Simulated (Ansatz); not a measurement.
AlAs built on the zincblende prototype at its r2SCAN geometry, in Ansatz 0.2.0. The base run uses HSE06 on a modest mesh; each further run changes one setting, sensibly or not. Doubtful ones may also carry a cap on iterations. All numbers are computed, and spin polarisation is off unless an edit sets a moment.

Base input:
```yaml
crystal:
  lattice:
    - [0.0, 2.8389246371, 2.8389246371]
    - [2.8389246371, 0.0, 2.8389246371]
    - [2.8389246371, 2.8389246371, 0.0]
  atoms:
    - { symbol: Al, position: [0.0, 0.0, 0.0] }
    - { symbol: As, position: [0.25, 0.25, 0.25] }
kpoints:
  mp_grid: { grid: [4, 4, 4] }
hamiltonian:
  xc: hse06
scf:
  occupations: { method: fixed }
  n_extra_bands: 4
output:
  forces: true
  stress: true
  eigenvalues: true
```

Base results:
```
Basis set: ecut = 420 eV, 893 PW (Γ)
Symmetry: 24 space group operations
Space group: F-43m (ITA 216)
k-points: 8 of 64 (time reversal used)
Exchange kernel: α = 0.2500, screened, ω = 0.2079 Å⁻¹, Wigner–Seitz truncation, v(0) = 1027.4115 eV·Å³, q-mesh 4×4×4
hybrid SCF converged: 2 outer / 10 inner (+2 warm-up)
Free energy (F): -5396.230176 eV
Fermi energy:    5.840126 eV
--- Stress (GPa, compression-positive) ---
        0.465838       0.000000       0.000000
        0.000000       0.465838       0.000000
        0.000000       0.000000       0.465838
  P = ⅓ Tr σ = 0.4658 GPa (4.658 kbar)
```
The gap over this mesh is 2.104 eV.

Run as `ansatz run input.yaml --threads 4 --pin off --max-ram 3686MiB --backend cpu --events-out ev --progress --plain --runs-dir out`.

**Question.** What happens with this change?
```yaml
scf:
  occupations: { method: gaussian, width: 0.05 }
```

**Answer.** Energy, stress and gap stay within 1 meV an atom, 0.1 GPa and 0.005 eV of the base. The width is small against the gap, so it doesn't matter.

**Question.** Predict the outcome of this edit.
```yaml
hamiltonian:
  xc:
    exchange: pbe
    correlation: pbe
    exx: { coeff: -0.2, omega: 0.2078 }
```

**Answer.** The input is refused before any iteration.
```
Error: invalid value for `hamiltonian.xc.exx.coeff`: must be finite and in (0, 1]; got -0.2
```

**Question.** What happens with this change?
```yaml
scf:
  exx: { q_mesh: [5, 5, 5] }
```

**Answer.** The program doesn't start.
```
Error: invalid value for `scf.exx.q_mesh`: must divide elementwise kpoints.mp_grid.grid
```

**Question.** What happens with this change?
```yaml
accuracy: low
```

**Answer.** Energy, stress and gap stay within 1 meV an atom, 0.1 GPa and 0.005 eV of the base. The run repeats the base's digit for digit, so the setting changed nothing in it.

**Question.** What happens with this change?
```yaml
scf:
  exx: { singularity: none }
```

**Answer.** Energy, stress and gap stay within 1 meV an atom, 0.1 GPa and 0.005 eV of the base. The result hardly depends on this setting here.

**Question.** These lines are set or replaced. What follows?
```yaml
hamiltonian:
  xc: { exchange: pbe, correlation: pbe, exx: { coeff: 1.0, omega: 0.5 } }
```

**Answer.** That is 100 % exact exchange, screened with ω = 0.5 1/Å, against HSE06's 25 % screened at 0.208 1/Å. The mean stress moves by -2.0 GPa and the gap on the mesh by +0.539 eV (to 2.643). Totals of different functionals aren't comparable.
Lines that differ from the base's log, and the results:
```
Exchange kernel: α = 1.0000, screened, ω = 0.5000 Å⁻¹, Wigner–Seitz truncation, v(0) = 180.9513 eV·Å³, q-mesh 4×4×4
hybrid SCF converged: 3 outer / 16 inner (+2 warm-up)
Free energy (F): -5401.122244 eV
Fermi energy:    5.380089 eV
--- Stress (GPa, compression-positive) ---
       -1.503706       0.000000       0.000000
        0.000000      -1.503706       0.000000
        0.000000       0.000000      -1.503706
  P = ⅓ Tr σ = -1.5037 GPa (-15.037 kbar)
--- Band table (eV; the first three rows and the last of 8) ---
  k-point 0: bands = […, -41.2661, -41.2661, -9.3867, 5.3801, 5.3801, 5.3801, 9.4162, 11.2974, 11.2974, 11.2974]
  k-point 1: bands = […, -41.2661, -41.2661, -8.6266, 1.5818, 4.8331, 4.8331, 9.6573, 11.9912, 11.9912, 13.8534]
  k-point 2: bands = […, -41.2659, -41.2659, -7.5286, -1.1320, 4.4182, 4.4182, 9.0778, 11.6552, 11.6552, 14.9173]
  k-point 7: bands = […, -41.2663, -41.2657, -6.7552, -0.6290, 1.7570, 2.2148, 11.0746, 12.9617, 12.9858, 13.0782]
```

Spin-orbit coupling is left out.

The stress of a hybrid is loosely converged in these runs.

The meshes of the hybrids are coarse, so their gaps aren't converged to the digits shown.
